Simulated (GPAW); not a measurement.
Runs of GPAW 26.7.0 on AlN. It takes space group P6_3mc (No. 186, hexagonal). The conventional cell has a = 3.113 Å, b = 3.113 Å, c = 4.981 Å, α = 90.00°, β = 90.00°, γ = 120.00°. Al (site symmetry 3m) has 4 N at 1.89 Å as nearest neighbours. Around N (site symmetry 3m) lie 4 Al at 1.89 Å. 

```csv
task,level,potentials or basis,cell,k mesh,cutoff (eV),maxiter,optimizer,fmax,max steps,target pressure,gap on the mesh (eV),pressure (GPa),relaxed volume (Å³/atom),largest force (eV/Å)
relaxation of cell and atoms,RPBE,"the program's PAW data sets (release 1.2.1) made for this functional, pw",relaxed,7 × 7 × 4,800,150,BFGS,0.01 eV/Å,40,-,3.88,0.1,(c),-
relaxation of cell and atoms,MS2,"GPAW PAW data sets (gpaw-data 1.2.1), pw",relaxed,7 × 7 × 4,800,150,FIRE,0.02 eV/Å,60,-,4.56,-0.1,(b),0.02
relaxation of cell and atoms,LDA,"the program's PAW data sets (release 1.2.1) made for this functional, pw",relaxed to -1 GPa,7 × 7 × 4,800,150,BFGS,0.02 eV/Å,60,-1 GPa,4.38,-1.0,-,0.01
single point,BLYP,"PAW data sets generated in the run's folder for this functional, pw",as given,8 × 8 × 5,600,80,-,-,-,-,4.53,0.4,-,(a)
phonons,OLYP+D4,"PAW data sets generated in the run's folder for this functional, pw",atoms relaxed,10 × 10 × 6,680,150,-,-,-,-,4.31,-11.8,-,-
```

Alike in all rows: no spin polarisation; smearing fermi-dirac 0.05 eV.

Task: Fill in the values left out.

Result: (a) 0.12; (b) 10.45; (c) 10.88.

Caveats: later steps reuse the first step's grids (some runs); the cutoff is short for stress and forces, so pressures can be off by a GPa or more (some runs); the PAW data sets were made with another functional, which shifts forces and pressure a little (some runs); the cell is more than 3 GPa from zero pressure, which shifts response properties (some runs); the LO-TO splitting is left out (some runs).

A k mesh can miss the band edges.
